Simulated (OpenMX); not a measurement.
ZrS2 under changes of volume

One of the cells (23.763 Å³/atom); the others are scaled copies at fixed shape and fractional positions:

```
Zr S
1.0
     3.69138    0.00000    0.00000
    -1.84569    3.19683    0.00000
     0.00000    0.00000    6.04108
Zr S
1 2
Direct
  0.00000 0.00000 0.00000
  0.33333 0.66667 0.23791
  0.66667 0.33333 0.76209
```

The cell is a database's computed one.

```yaml
Program: OpenMX 3.8.5
Functional: LDA
Potentials_or_basis: OpenMX 2013 LDA set, Zr7.0-s3p2d2, S7.0-s2p2d1f1, fixed grid of 40 × 40 × 72 points
k_mesh: 9 × 9 × 5
Occupations: fermi-dirac, width 0.05 eV
Spin: no spin polarisation
```

```csv
volume (Å³/atom),energy over the lowest point (meV/atom),gap on the mesh (eV),largest force (eV/Å)
22.337,6.15,0.78,0.881
22.813,0.00,0.80,0.597
23.288,?,?,?
23.763,5.78,0.83,0.081
24.238,16.52,0.84,0.149
24.714,31.80,0.86,0.365
25.189,51.24,0.87,0.567
```

Q: What does the run at 23.288 Å³/atom give?

A: Energy over the lowest point 0.05 meV/atom; gap on the mesh 0.81 eV; largest force 0.330 eV/Å.

Worked out: A Birch-Murnaghan fit of order 3 (a polynomial in V^(-2/3)) to the other rows has its minimum at 23.04 Å³/atom with B0 = V·E''(V) = 96 GPa and B' = 4.0 at fixed shape and positions, which overstates the stiffness. It gives 0.10 meV/atom at 23.288 Å³/atom, against the run's 0.05. A straight line through the other rows of the gap, of slope 0.744 eV per unit of ln V, gives 0.81 eV, against the run's 0.81.

Energies are extrapolated to zero smearing.

Caveats: an odd mesh through Γ misses points on the zone boundary, where band edges often lie; the basis of atomic orbitals isn't converged, which shifts pressures, moduli and gaps. Spin-orbit coupling on Zr is left out.
